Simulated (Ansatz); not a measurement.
# Ag (R-3m) in Ansatz: notebook

One crystal, Ag, is run at these levels: PBEsol; tasks: relaxation of cell and atoms.

All numbers are computed with Ansatz 0.2.0; they aren't measurements. Logs are shortened: lines on timing, memory, paths and dates and some standing lists are left out, and cuts for length are marked.

## 1. Starting point

The structure is trigonal, space group R-3m (No. 166). Conventional cell: a = 2.946 Å, b = 2.946 Å, c = 21.614 Å, α = 90.00°, β = 90.00°, γ = 120.00°. Ag (site symmetry 3m) has 12 Ag at 2.94 to 2.95 Å as nearest neighbours. Ag (site symmetry -3m) is surrounded by 12 Ag at 2.94 to 2.95 Å.

This isn't the form of Ag at room conditions, which is fcc.

## 2. Relaxation of cell and atoms, PBEsol, target pressure 10 GPa, at which the enthalpy is minimised

input.yaml

```yaml
crystal:
  lattice:
    - [1.4730471633, 0.8504641763, 7.20465]
    - [-1.4730471633, 0.8504641763, 7.20465]
    - [0.0, -1.7009283525, 7.20465]
  atoms:
    - { symbol: Ag, position: [0.222281, 0.222281, 0.222281] }
    - { symbol: Ag, position: [0.777719, 0.777719, 0.777719] }
    - { symbol: Ag, position: [0.0, 0.0, 0.0] }
hamiltonian:
  xc: pbesol
  pseudopotentials: { kind: paw }
kpoints:
  mp_grid: { grid: [10, 10, 10] }
scf:
  occupations: { method: fermi_dirac, width: 0.05 }
output:
  forces: true
  stress: true
  eigenvalues: true
relax:
  f_tol: 0.01
  max_steps: 40
  cell: { stress_tol: 0.05, p_target: 10.0 }
```

Potentials or basis: Ansatz PAW.

Run with:

```
$ ansatz run input.yaml --threads 2 --pin off --max-ram 5632MiB --backend cpu --events-out ev --progress --plain --runs-dir out
```

The program printed:

```text
Warning: RAYON_NUM_THREADS=2 ignored (pool sized by the plan → 2); use --threads N
basis.fft_grid_basis auto: the FFT boxes are laid along the combinations [[1, 0, -1], [0, 1, -1], [0, 0, 1]] of the cell's own vectors, 2.946, 2.946 and 7.403 Å long. The dense box has 20×20×50 points. Along the cell's own vectors, as sized, it would have 50×50×50, 6.25 times as many. Of the 12 symmetry operations that the crystal satisfies within crystal.symmetry.tolerance (time reversal apart; of a slab, those that keep its plane) the dense box along the cell's own vectors carries 12, and the one as laid loses 8 of those. basis.fft_grid_basis: typed keeps the cell's own vectors: state it where this run's energies or levels are differenced outside the engine with another run's, or held beside a run that keeps those vectors.
Engine: ansatz 0.2.0, aarch64-unknown-linux-gnu
Pseudopotentials: kind: paw
Pseudopotential: Ag, paw, valence charge 19, recommended cutoff 420 eV (normal), Ag.paw.azcp
Functional definition: PBEsol
  exchange = pbesol_x
  correlation = pbesol_c
Crystal: 3 atoms, lattice volume = 54.155 Å³
Basis set: ecut = 420 eV, 1057 PW (Γ), FFT grids on a1−a3, a2−a3, a3, exchange–correlation on 40×40×100 points (8 copies of the dense FFT grid, shifted against one another)
Bands: 35, of which v1, the nominal top of the filled ones, is band 29 counted from 1 (28 counted from 0)
Symmetry: 12 space group operations
Space group: R-3m (ITA 166), of the structure as read, at distance tolerance 3.8e-5 Å
k-points: 116 of 1000
Non-local potential: Ag, projectors of the file, l = 0: 3, l = 1: 2, l = 2: 2, l = 3: 1
PAW form: soft (Blöchl's): semilocal exchange-correlation on the pseudo side does not see the compensation charge
PAW frozen core: Ag, regenerated for the run's functional, and the local potential with it (the file was generated under x = pbe(κ = 0.804, μ = 0.2195149727645171), c = pbe(β = 0.06672455060314922))
PAW one-centre angular grid: Ag, 590 points (default); XC on 64 Gauss nodes
Initial density: superposition of atomic densities (neutral atoms: chi_scale 0, normalization atom), corrected by the library's trained network
Initial wavefunctions: pseudopotential atomic-orbital guess
Functional: x = pbesol(κ = 0.804, μ = 0.12345679012345678), c = pbesol(β = 0.046)
SCF iter   1: F=—  HF=-22566.622232 eV  |F-HF|=—  |Δ(HF+E_count)|=         —  Δρ=9.40e-3  dr2=4.56e-2  ethr=1.77e-3  ⟨swp⟩=5.7  Hψ=14027  notcnv=0  defer=41
preconditioner: auto → Kerker (q_TF=auto, 2.752 Å⁻¹)  [metal: Δε(μ)=0.041 eV  Ē_g=11.082 eV  σ=0.050 eV  W_gap=0.19  n_scr=24 (ndim 8)  ℏωp=29.0 eV  f_vac=0.000  D(μ)=1.08/eV (n_scr^D=4)]
SCF iter   2: F=—  HF=-22566.610800 eV  |F-HF|=—  |Δ(HF+E_count)|=   1.14e-2  Δρ=2.44e-3  dr2=3.17e-3  ethr=7.99e-5  ⟨swp⟩=2.5  Hψ=7221  notcnv=0  defer=170
SCF iter   3: F=—  HF=-22566.610005 eV  |F-HF|=—  |Δ(HF+E_count)|=   7.95e-4  Δρ=1.02e-3  dr2=4.08e-4  ethr=5.56e-6  ⟨swp⟩=2.3  Hψ=5183  notcnv=0  defer=170
SCF iter   4: F=—  HF=-22566.609955 eV  |F-HF|=—  |Δ(HF+E_count)|=   5.03e-5  Δρ=1.63e-4  dr2=1.95e-5  ethr=7.16e-7  ⟨swp⟩=2.6  Hψ=7483  notcnv=0  defer=170
SCF iter   5: F=—  HF=-22566.609951 eV  |F-HF|=—  |Δ(HF+E_count)|=   3.35e-6  Δρ=5.86e-5  dr2=4.78e-6  ethr=3.41e-8  ⟨swp⟩=2.6  Hψ=6837  notcnv=0  defer=170
SCF iter   6: F=—  HF=-22566.609951 eV  |F-HF|=—  |Δ(HF+E_count)|=   6.11e-7  Δρ=2.73e-5  dr2=5.72e-7  ethr=8.38e-9  ⟨swp⟩=2.3  Hψ=6446  notcnv=0  defer=170
SCF iter   7: F=-22566.609951 eV  HF=-22566.609951 eV  |F-HF|=3.40e-8  |Δ(HF+E_count)|=   1.21e-7  Δρ=7.42e-6  dr2=5.14e-8  ethr=1.75e-10  ⟨swp⟩=7.7  Hψ=15338  notcnv=0
[... 52 lines left out ...]
Harris-Foulkes:  -22566.610587 eV  (|F-HF|=1.46e-11)
Internal energy: -22566.601224 eV  (E = F + TS)
E sigma→0 (E₀):  -22566.605905 eV
Entropy (-TS):   -0.009363 eV (-3.121 meV/atom)
Fermi energy:    19.251773 eV
--- Per-component energies (eV) ---
  E_band       = -602.707900
  E_kinetic    = 1586.116018
  E_local      = -6156.661545  (includes V_loc(G=0)·N_el)
  E_nonlocal   = 246.598623
  E_hartree    = 2830.011179
  E_xc         = -553.586157
  E_vxc        = -706.525539  (∫ρ·V_xc dr)
  E_paw        = -11502.895463  (= ΣΔE_a)
  E_vpaw       = -1232.258655  (= ΣTr[D̂ρ^β])
  E_aug_tail   = 0.000827  (compensation charges beyond the density's cutoff)
  E_ewald      = -9017.152923
  E_core_change = 0.968217  (= ΣΔE_core)
  E_smearing   = -0.009363  (= −TS)
  E_closure    = -0.000000  (closes the sum)
  Σ components = -22566.610587   (vs F -22566.610587, Δ=0.00e0)
--- Forces (eV/Å), atoms counted from 1 ---
  atom   1  Ag    -0.00000000    -0.00000000    -0.00005020
  atom   2  Ag     0.00000000     0.00000000     0.00005020
  atom   3  Ag     0.00000000     0.00000000    -0.00000000
  max |Σ_I F_I| component: 4.63e-18 eV/Å
--- Stress (GPa, compression-positive) ---
        9.982514      -0.000000      -0.000000
       -0.000000       9.982514       0.000000
       -0.000000       0.000000       9.991536
  P = ⅓ Tr σ = 9.9855 GPa (99.855 kbar)
--- Band table (eV; the first three rows and the last of 116) ---
  k-point 0: bands = ["-72.7782", "-72.7487", "-72.7389", "-36.3431", "-36.3218", "-36.1875", "-36.1875", "-36.1644", "-36.1644", "-36.1499", "-36.1421", "-36.1421", "10.7853", "12.4666", "12.4823", "14.1871", "14.1871", "14.2546", "14.3541", "14.3541", "14.4808", "14.4808", "15.1633", "15.1633", "15.6880", "15.6924", "15.9574", "15.9574", "16.1085", "16.1085", "28.0214", "28.0630", "34.8050", "35.2829", "36.4849"]
  k-point 1: bands = ["-72.7762", "-72.7472", "-72.7376", "-36.3422", "-36.3177", "-36.2020", "-36.1921", "-36.1783", "-36.1691", "-36.1597", "-36.1528", "-36.1453", "11.0837", "12.6835", "12.6968", "14.0529", "14.0911", "14.3039", "14.3271", "14.4514", "14.5152", "14.5997", "14.8594", "15.0557", "15.0977", "15.1909", "15.9830", "16.1123", "16.7085", "17.1173", "27.8018", "28.6516", "34.4983", "34.8192", "36.1300"]
  k-point 2: bands = ["-72.7710", "-72.7430", "-72.7341", "-36.3385", "-36.3145", "-36.2389", "-36.2098", "-36.2042", "-36.2034", "-36.1814", "-36.1621", "-36.1537", "11.8658", "13.0645", "13.1224", "13.5904", "13.8301", "14.0053", "14.3159", "14.5395", "14.6713", "14.8127", "14.8599", "14.9551", "15.1246", "15.1985", "16.0208", "16.1303", "17.4921", "18.5306", "27.9509", "29.5973", "31.2976", "32.6628", "35.1395"]
  k-point 115: bands = ["-72.7769", "-72.7527", "-72.7363", "-36.3928", "-36.2190", "-36.2031", "-36.1900", "-36.1900", "-36.1576", "-36.1576", "-36.1464", "-36.1464", "11.6488", "11.6703", "12.3332", "14.1113", "14.1134", "14.1997", "14.1997", "14.3345", "14.3345", "14.4601", "14.4601", "15.3872", "15.3872", "15.5724", "15.5724", "16.2984", "16.2984", "18.6661", "23.5575", "33.8492", "34.2585", "35.2619", "36.1785"]
--- Relaxed structure (4 steps of the walk, 4 accepted, 1 SCFs on fresh bases) ---
  F+E_penalty+E_count = -22566.61058660 eV   max|allowed force component| = 5.020e-5 eV/Å   (the final SCF, on the basis selected at the relaxed cell)
  cell:  # Å, volume = 46.7337 Å³
    - [1.4055059438332789, 0.8114692350355612, 6.829262621168616]
    - [-1.4055059438332789, 0.8114692350355612, 6.829262621168616]
    - [1.956964505083304e-34, -1.622938470023728, 6.829262621174248]
  atoms:
    - { symbol: Ag, position: [0.22233975403626072, 0.22233975403626072, 0.22233975403626074] }
    - { symbol: Ag, position: [0.7776602459637394, 0.7776602459637394, 0.7776602459637393] }
    - { symbol: Ag, position: [-6.688286484525312e-21, -6.688286484525225e-21, -6.688286484876469e-21] }
```

Run time: 21 s. Hardware: 2 threads of Arm Neoverse V2, shared host; peak memory 0.44 GiB.

Results:

```
Free energy                                            : -22566.6106 eV
Relaxed volume                                         : 15.58 Å³/atom
Relaxed cell                                           : a = 7.019 Å, b = 7.019 Å, c = 7.019 Å, α = 23.10°, β = 23.10°, γ = 23.10°
Space group after relaxing (to 0.05 Å)                 : R-3m (No. 166)
Energy change on relaxing (the enthalpy is what falls) : -0.2 meV/atom
Ionic steps                                            : 5
Pressure after relaxing                                : 10.0 GPa
Band gap on the k mesh                                 : none (metal or under the smearing width)
```

The path:
```
step  energy change (eV)  largest force (eV/Å)  volume (Å³)
   1              0.0000                0.0027        54.15
   2             -0.0046                0.0152        46.76
   3             -0.0018                0.0007        46.71
   4             -0.0031                0.0001        46.73
   5             -0.0006                0.0001        46.73
```

Final structure:
```xyz
3
Lattice="1.4055 0.8115 6.8293 -1.4055 0.8115 6.8293 0.0000 -1.6229 6.8293" Properties=species:S:1:pos:R:3 pbc="T T T"
Ag    0.0000    0.0000    4.5552
Ag    0.0000    0.0000   15.9325
Ag    0.0000    0.0000    0.0000
```

Levels at points of the mesh, in eV from the Fermi level:
```csv
k point,band 27,band 28,band 29,band 30,band 31,band 32
"(0.00, 0.00, 0.00)",-3.29,-3.29,-3.14,-3.14,8.77,8.81
"(0.00, 0.00, -0.50)",-2.74,-0.19,1.20,1.48,5.53,5.64
"(0.00, -0.50, -0.50)",-2.69,0.03,0.57,1.75,4.69,6.51
"(-0.50, -0.50, -0.50)",-3.68,-2.95,-2.95,-0.59,4.31,14.60
```

Caveat: the plane-wave basis is chosen anew once the cell has moved, so the energies of steps on either side of that aren't comparable; the PAW data sets come from PBE, with cores solved anew for the run's functional, which leaves a small shift of forces and pressure.

## 3. Relaxation of cell and atoms, PBEsol, target pressure 20 GPa, at which the enthalpy is minimised

Changes to input.yaml since step 2:

```diff
@@ -20,2 +20,6 @@
   eigenvalues: true
+  write_density: true
+  write_potential: true
+  elf: true
+  volumetric_format: npy
 relax:
@@ -23,2 +27,2 @@
   max_steps: 40
-  cell: { stress_tol: 0.05, p_target: 10.0 }
+  cell: { stress_tol: 0.05, p_target: 20.0 }
```

Potentials or basis: Ansatz PAW.

Run with:

```
$ ansatz run input.yaml --threads 2 --pin off --max-ram 5632MiB --backend cpu --events-out ev --progress --plain --runs-dir out
```

The program printed:

```text
Warning: RAYON_NUM_THREADS=2 ignored (pool sized by the plan → 2); use --threads N
basis.fft_grid_basis auto: the FFT boxes are laid along the combinations [[1, -1, 0], [0, 1, 0], [0, -1, 1]] of the cell's own vectors, 2.946, 7.403 and 2.946 Å long. The dense box has 20×50×20 points. Along the cell's own vectors, as sized, it would have 50×50×50, 6.25 times as many. Of the 12 symmetry operations that the crystal satisfies within crystal.symmetry.tolerance (time reversal apart; of a slab, those that keep its plane) the dense box along the cell's own vectors carries 12, and the one as laid loses 8 of those. basis.fft_grid_basis: typed keeps the cell's own vectors: state it where this run's energies or levels are differenced outside the engine with another run's, or held beside a run that keeps those vectors. Those combinations have planes normal to reciprocal vector 3, as the cell's own vectors have. Each planar average written beside output.write_density, output.write_potential has a row for each plane of the box: 20. The volumetric files lie along those combinations, not along the cell's own vectors: a cube or XSF file states them, and fields.json those of NumPy files.
[... 6 set-up lines as earlier in the session ...]
Crystal: 3 atoms, lattice volume = 54.155 Å³
[... 124 lines left out ...]
  k-point 1: bands = ["-71.6098", "-71.5779", "-71.5668", "-35.1932", "-35.1659", "-35.0208", "-35.0086", "-34.9973", "-34.9862", "-34.9746", "-34.9645", "-34.9569", "12.0039", "13.6513", "13.6658", "15.1287", "15.1703", "15.4013", "15.4323", "15.5630", "15.6341", "15.7287", "15.9884", "16.2056", "16.2747", "16.3540", "17.2396", "17.3843", "17.9766", "18.4024", "29.4955", "30.3593", "36.0483", "36.3565", "37.7191"]
  k-point 2: bands = ["-71.6029", "-71.5728", "-71.5622", "-35.1890", "-35.1614", "-35.0668", "-35.0347", "-35.0284", "-35.0234", "-35.0011", "-34.9756", "-34.9670", "12.8170", "14.0560", "14.1185", "14.6176", "14.8783", "15.0723", "15.4118", "15.6645", "15.7914", "15.9502", "16.0102", "16.1133", "16.2974", "16.3829", "17.2815", "17.4037", "18.7976", "19.8845", "29.6330", "31.3061", "33.0426", "34.3899", "36.9757"]
  k-point 115: bands = ["-71.6102", "-71.5861", "-71.5646", "-35.2557", "-35.0434", "-35.0270", "-35.0067", "-35.0067", "-34.9710", "-34.9710", "-34.9589", "-34.9589", "12.5915", "12.6123", "13.2715", "15.1891", "15.1941", "15.2918", "15.2918", "15.4411", "15.4411", "15.5758", "15.5758", "16.5898", "16.5898", "16.7942", "16.7942", "17.5857", "17.5857", "19.8406", "25.2130", "35.3305", "35.8879", "36.7700", "37.8058"]
--- Relaxed structure (6 steps of the walk, 6 accepted, 1 SCFs on fresh bases) ---
  F+E_penalty+E_count = -22566.39479983 eV   max|allowed force component| = 7.110e-6 eV/Å   (the final SCF, on the basis selected at the relaxed cell)
  cell:  # Å, volume = 44.3869 Å³
    - [1.3813982570536667, 0.7975506555835481, 6.7146914855543685]
    - [-1.3813982570536667, 0.7975506555835481, 6.7146914855543685]
    - [1.2661268257065433e-33, -1.5951013111204966, 6.7146914855599045]
  atoms:
    - { symbol: Ag, position: [0.22235653106651648, 0.22235653106651648, 0.2223565310665165] }
    - { symbol: Ag, position: [0.7776434689334834, 0.7776434689334834, 0.7776434689334834] }
    - { symbol: Ag, position: [6.165764102975543e-21, 6.1657641029755786e-21, 6.165764103137484e-21] }
```

Run time: 32 s. Hardware: 2 threads of Arm Neoverse V2, shared host; peak memory 0.45 GiB.

Results:

- Free energy: -22566.3948 eV
- Relaxed volume: 14.80 Å³/atom
- Relaxed cell: a = 6.902 Å, b = 6.902 Å, c = 6.902 Å, α = 23.09°, β = 23.09°, γ = 23.09°
- Space group after relaxing (to 0.05 Å): R-3m (No. 166)
- Energy change on relaxing (the enthalpy is what falls): +71.7 meV/atom
- Ionic steps: 7
- Pressure after relaxing: 20.0 GPa
- Band gap on the k mesh: none (metal or under the smearing width)

The path:
```csv
step,energy change (eV),largest force (eV/Å),volume (Å³)
1,0.0000,0.0027,54.15
2,-0.0009,0.0148,46.71
3,0.3668,0.0035,43.30
4,0.2104,0.0029,44.40
5,0.2119,0.0001,44.39
6,0.2119,0.0000,44.39
7,0.2152,0.0000,44.39
```

Final structure:
```
Ag
1.0
     1.38140    0.79755    6.71469
    -1.38140    0.79755    6.71469
     0.00000   -1.59510    6.71469
Ag
3
Cartesian
  0.0000 0.0000 4.4792
  0.0000 0.0000 15.6649
  0.0000 0.0000 0.0000
```

Levels at points of the mesh, in eV from the Fermi level:
```csv
k point,band 26,band 27,band 28,band 29,band 30,band 31,band 32,band 33
"(0.00, 0.00, 0.00)",-3.76,-3.38,-3.38,-3.21,-3.21,9.13,9.18,15.62
"(0.00, 0.00, -0.50)",-2.77,-2.77,-0.27,1.19,1.56,5.82,5.95,7.24
"(0.00, -0.50, -0.50)",-2.76,-2.71,-0.09,0.57,1.84,5.02,6.78,9.33
"(-0.50, -0.50, -0.50)",-3.79,-3.79,-3.00,-3.00,-0.75,4.62,14.74,15.30
```

Caveat: the volume moved by over 15 % at a fixed basis, so the end points are rough; the plane-wave basis is chosen anew once the cell has moved, so the energies of steps on either side of that aren't comparable; the PAW data sets come from PBE, with cores solved anew for the run's functional, which leaves a small shift of forces and pressure.

## 4. Relaxation of cell and atoms, PBEsol, target pressure 30 GPa, at which the enthalpy is minimised

Changes to input.yaml since step 3:

```diff
@@ -20,6 +20,2 @@
   eigenvalues: true
-  write_density: true
-  write_potential: true
-  elf: true
-  volumetric_format: npy
 relax:
@@ -27,2 +23,2 @@
   max_steps: 40
-  cell: { stress_tol: 0.05, p_target: 20.0 }
+  cell: { stress_tol: 0.05, p_target: 30.0 }
```

Run with:

```
$ ansatz run input.yaml --threads 2 --pin off --max-ram 5632MiB --backend cpu --events-out ev --progress --plain --runs-dir out
```

Wall time 33 s (2 threads of Arm Neoverse V2, shared host); peak memory 0.44 GiB.

It converged, with:

```
Free energy                                            : -22566.1200 eV
Relaxed volume                                         : 14.20 Å³/atom
Relaxed cell                                           : a = 6.811 Å, b = 6.811 Å, c = 6.811 Å, α = 23.08°, β = 23.08°, γ = 23.08°
Space group after relaxing (to 0.05 Å)                 : R-3m (No. 166)
Energy change on relaxing (the enthalpy is what falls) : +163.3 meV/atom
Ionic steps                                            : 8
Pressure after relaxing                                : 30.0 GPa
Band gap on the k mesh                                 : none (metal or under the smearing width)
```

The path:
```
step  energy change (eV)  largest force (eV/Å)  volume (Å³)
   1              0.0000                0.0027        54.15
   2              0.0006                0.0146        46.68
   3              1.0177                0.0004        40.36
   4              0.4134                0.0058        43.02
   5              0.4864                0.0058        42.61
   6              0.4862                0.0001        42.61
   7              0.4862                0.0001        42.61
   8              0.4900                0.0001        42.61
```

Final structure:
```xyz
3
Lattice="1.3624 0.7866 6.6268 -1.3624 0.7866 6.6268 0.0000 -1.5732 6.6268" Properties=species:S:1:pos:R:3 pbc="T T T"
Ag    0.0000    0.0000    4.4206
Ag    0.0000    0.0000   15.4597
Ag    0.0000    0.0000    0.0000
```

Levels at points of the mesh, in eV from the Fermi level:
| k point | band 25 | band 26 | band 27 | band 28 | band 29 | band 30 | band 31 | band 32 | band 33 | band 34 |
| --- | --- | --- | --- | --- | --- | --- | --- | --- | --- | --- |
| (0.00, 0.00, 0.00) | -3.95 | -3.95 | -3.46 | -3.46 | -3.27 | -3.27 | 9.41 | 9.47 | 15.64 | 16.16 |
| (0.00, 0.00, -0.50) | -2.81 | -2.80 | -2.80 | -0.35 | 1.17 | 1.62 | 6.05 | 6.21 | 7.49 | 12.42 |
| (0.00, -0.50, -0.50) | -2.82 | -2.79 | -2.74 | -0.20 | 0.58 | 1.92 | 5.28 | 6.99 | 9.52 | 9.97 |
| (-0.50, -0.50, -0.50) | -4.12 | -3.90 | -3.90 | -3.06 | -3.06 | -0.89 | 4.88 | 14.81 | 15.49 | 16.28 |

Caveat: the volume moved by over 15 % at a fixed basis, so the end points are rough; the plane-wave basis is chosen anew once the cell has moved, so the energies of steps on either side of that aren't comparable; the PAW data sets come from PBE, with cores solved anew for the run's functional, which leaves a small shift of forces and pressure.

## 5. Overview

| cell | target pressure (GPa) | gap on the mesh (eV) | pressure (GPa) |
| --- | --- | --- | --- |
| relaxed to 10 GPa | 10 | none | 10.0 |
| relaxed to 20 GPa | 20 | none | 20.0 |
| relaxed to 30 GPa | 30 | none | 30.0 |

Alike in all rows: task relaxation of cell and atoms; level PBEsol; potentials or basis Ansatz PAW; no spin polarisation; k mesh 10 × 10 × 10; cutoff (eV) 420; smearing fermi-dirac 0.05 eV.

Caveats: the plane-wave basis is chosen anew once the cell has moved, so the energies of steps on either side of that aren't comparable; the PAW data sets come from PBE, with cores solved anew for the run's functional, which leaves a small shift of forces and pressure; the volume moved by over 15 % at a fixed basis, so the end points are rough (some runs).

Absolute energies hang on the potentials; compare differences alone.
